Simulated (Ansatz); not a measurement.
Crystal: FeO (Wuestite).

```
CELL_PARAMETERS angstrom
0.00000 2.15540 2.15540
2.15540 0.00000 2.15540
2.15540 2.15540 0.00000
ATOMIC_POSITIONS crystal
Fe 0.00000 0.00000 0.00000
O 0.50000 0.50000 0.50000
```

Base run:

```yaml
Program: Ansatz 0.2.0
Functional: PBEsol
Potentials_or_basis: Ansatz PAW
Cutoff: "420 eV (not typed: the program's choice for these potentials)"
k_mesh: 11 × 11 × 11
Occupations: gaussian, width 0.05 eV
Spin: collinear spin, ferromagnetic start
Starting_moments: "[3.0, 0.0] μB"
```

Its results: band gap on the k mesh none (metal or under the smearing width); pressure -8.6 GPa; net moment 4.00 μB per cell; site moments Fe +3.44; O +0.33 μB.

Question: The run is repeated on the same cell with these changes: functional from PBEsol to RPBE. What comes out?

Answer: Band gap on the k mesh none (metal or under the smearing width); pressure 5.3 GPa; net moment 4.00 μB per cell; site moments Fe +3.46; O +0.32 μB.

RPBE binds less tightly than PBEsol, so the same cell stands under more pressure.

Caveats: a cell with one magnetic atom can't hold antiferromagnetic order, which such compounds often take; semilocal functionals often make such compounds metallic where correlation or magnetic order opens a gap, which also shifts bond lengths; the PAW data sets come from PBE, with cores solved anew for the run's functional, which leaves a small shift of forces and pressure.
